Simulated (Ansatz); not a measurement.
## TiAl3 in Ansatz: the effect of functional

TiAl3:

```
CELL_PARAMETERS angstrom
-1.91111 1.91111 4.28067
1.91111 -1.91111 4.28067
1.91111 1.91111 -4.28067
ATOMIC_POSITIONS crystal
Ti 0.00000 0.00000 0.00000
Al 0.25000 0.75000 0.50000
Al 0.75000 0.25000 0.50000
Al 0.50000 0.50000 0.00000
```

The cell comes from a database or a generator and needn't be the stable form of this composition.

Alike in all runs:

| Quantity | Value |
| --- | --- |
| Program | Ansatz 0.2.0 |
| Task | band structure |
| Potentials or basis | Ansatz PAW |
| k mesh | 6 × 6 × 6 |
| Occupations | fermi-dirac, width 0.05 eV |
| Spin | no spin polarisation |

```tsv
functional	cutoff	pressure (GPa)
LDA	420 eV (not typed: the program's choice for these potentials)	-3.5
PBEsol	420 eV (not typed: the program's choice for these potentials)	-0.5
RPBE	420 eV (not typed: the program's choice for these potentials)	?
revPBE	420 eV (not typed: the program's choice for these potentials)	3.9
BLYP	420 eV (not typed: the program's choice for these potentials)	5.1
r2SCAN	500 eV (not typed: the program's choice for these potentials)	0.1
```

What does the run with functional RPBE give?

Pressure 4.5 GPa.

Caveats: all runs use coarse meshes; the PAW data sets come from PBE, with cores solved anew for the run's functional, which leaves a small shift of forces and pressure.

Runs at the PBE level aren't shown here.
